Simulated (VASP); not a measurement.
A run of VASP 6.6.1 is set up as follows.

Contents of INCAR:

```
SYSTEM = C
  PREC = Accurate
  ENCUT = 520
  EDIFF = 1E-7
  ISMEAR = -1
  SIGMA = 0.05
  LREAL = Auto
  LASPH = .True.
  NELM = 100
  ALGO = Normal
  ISIF = 2
  LWAVE = .False.
  LCHARG = .False.
  GGA = PE
  IVDW = 12
  NBANDS = 51
```

KPOINTS

```
Automatic mesh
0
Gamma
  2 2 1
  0 0 0
```

POSCAR

```
C
1.0
    7.3980000000      0.0000000000      0.0000000000
   -3.6990000000      6.4068560000      0.0000000000
    0.0000000000      0.0000000000     12.0000000000
C
18
Direct
    0.0188747289      0.0114720855      0.0714083333
    0.2472903395      0.1222908709      0.0712750000
    0.0190336068      0.3425549130      0.0756416667
    0.2372702198      0.4476142432      0.0755166667
    0.0235115252      0.6772744697      0.0749916667
    0.2415194669      0.7825523158      0.0749500000
    0.3556677760      0.0068208182      0.0745916667
    0.5746476642      0.1212607244      0.0767083333
    0.3558207210      0.3401356297      0.0696583333
    0.5813497811      0.4506422495      0.0757666667
    0.3455816458      0.6694547216      0.0629583333
    0.5716980378      0.7837853699      0.0757500000
    0.6773167330     -0.0025441496      0.0808750000
    0.9005793219      0.1114587248      0.0741666667
    0.6874997376      0.3428826869      0.0756166667
    0.9138235894      0.4558710232      0.0766583333
    0.6908114478      0.6787572563      0.0731166667
    0.9107931667      0.7889829270      0.0748750000
```

Potentials or basis: VASP PAW PBE potentials, release 64 (C).

Command:

```bash
$ cat potpaw_PBE.64/C/POTCAR > POTCAR
$ mpirun -np 1 vasp_std > vasp.out
```

Q: Predict the dispersion energy per atom.

A: -0.089 eV.

Q: Predict the band gap on the k mesh.

A: 0.38 eV.

Q: What does it give for the largest force?

A: 2.793 eV/Å.

Forces on the atoms (eV/Å):
```
C    0.673 -0.492  0.194
C   -0.778 -0.759 -0.029
C    0.198 -1.681  0.072
C    0.621  0.649 -1.373
C   -0.748 -0.912  0.225
C    0.251  0.604 -0.821
C   -0.674  0.940 -0.032
C    0.366 -1.329  0.184
C    0.220  0.250  0.838
C   -2.266  1.302 -0.694
C    1.163  0.029  2.137
C    0.234 -1.520 -0.865
C    0.472  2.671 -0.664
C    0.420  1.386  0.513
C    1.287 -0.426  0.150
C   -0.981  0.179 -0.152
C   -0.102 -0.924  0.500
C   -0.355  0.032 -0.182
```

Caveat: the k mesh is coarse (spacing up to 0.49 Å⁻¹), so the values aren't converged.
